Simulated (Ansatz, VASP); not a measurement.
**Two plane-wave programs on In**

```
In
1.0
     0.00000    2.23973    2.23973
     2.23973    0.00000    2.23973
     2.23973    2.23973    0.00000
In
1
Cartesian
  0.0000 0.0000 0.0000
```

Alike in both runs: task single point; functional PBEsol; k mesh 13 × 13 × 13; occupations fermi-dirac, width 0.1 eV; no spin polarisation.

|  | VASP | Ansatz |
| --- | --- | --- |
| version | VASP 6.6.1 | Ansatz 0.2.0 |
| potentials or method | VASP PAW PBE potentials, release 64 (In_d) | plane waves (420 eV) with PAW, scalar-relativistic |
| plane-wave cutoff (eV) | 520 | 420 |
| valence electrons in the cell | 13 | 13 |

```csv
,VASP,Ansatz,Ansatz less VASP
pressure (GPa),8.1,8.1,0.00
```

Ansatz warned: «pseudo_functional_mismatch».

Caveats: the PAW data sets were made with another functional, which shifts forces and pressure a little (VASP).
